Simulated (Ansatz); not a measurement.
# A series in volume scale on B

Periodic Kohn-Sham DFT of a crystal at fixed atoms, scaled to volume_scale times the given cell; pressure positive in compression, energy less spherical unpolarised free atoms, largest_vzz the field gradient of largest size among the nuclei. The results are calculated, by Ansatz 0.2.0.

The cell before it is scaled or strained (space group Im-3m, No. 229):
```
CELL_PARAMETERS angstrom
-1.15380 1.15380 1.15380
1.15380 -1.15380 1.15380
1.15380 1.15380 -1.15380
ATOMIC_POSITIONS crystal
B 0.00000 0.00000 0.00000
```

Settings of every row: method frozen-core PAW; functional PBE; relativity scalar; k mesh 18x18x18; filling fermi-dirac; smearing width 0.08 eV; wave cutoff 420 eV; paw set soft_2.

Atom start moment: 0 on all atoms.

Limits: the cell comes from a prototype or a list of computed structures and needn't be the stable phase.

| row | volume scale | V (Å³/atom) | pressure (GPa) |
| --- | --- | --- | --- |
| 1 | 0.96 | 5.898 | 10.324 |
| 2 | 0.98 | 6.021 | 4.881 |
| 3 | 1 | 6.144 | ? |
| 4 | 1.02 | 6.267 | -4.327 |
| 5 | 1.04 | 6.39 | -8.138 |

Question: what pressure should row 3 give?

Worked fit of pressure. Take u = (V_r/V)^(2/3) − 1 with V_r = 6.144 Å³ an atom, which is twice the finite (Eulerian) strain; such expansions in the strain, on which the Birch-Murnaghan equation of state is built, carry the rest volume and the bulk modulus. The shown rows have u = 0.02762, 0.01357, -0.01313, -0.02583. Least squares give pressure = 0.008 + 343.647 × u + 1086.8 × u² GPa; a straight line predicts inner rows, each left out in turn, worse (root mean square 0.45 against 0.025 GPa). The rows lie off it by -0.005, 0.010, -0.010, 0.005 (root mean square 0.0079 GPa). The pressure vanishes at u = -0.0000, or V = 6.144 Å³ an atom, and there the bulk modulus at fixed shape and fractions is B = −V dP/dV = (2/3)(1 + u) dP/du = 229 GPa. The withheld row has u = 0, so the fit gives 0.008 + 343.647 × (0) + 1086.8 × (0)² = 0.008 GPa.

The calculation gave 0.001 GPa. The fit lies 0.007 GPa (700 % of the value, 0.038 % of the column's range) above it; its largest miss of a shown row is 0.010 GPa.
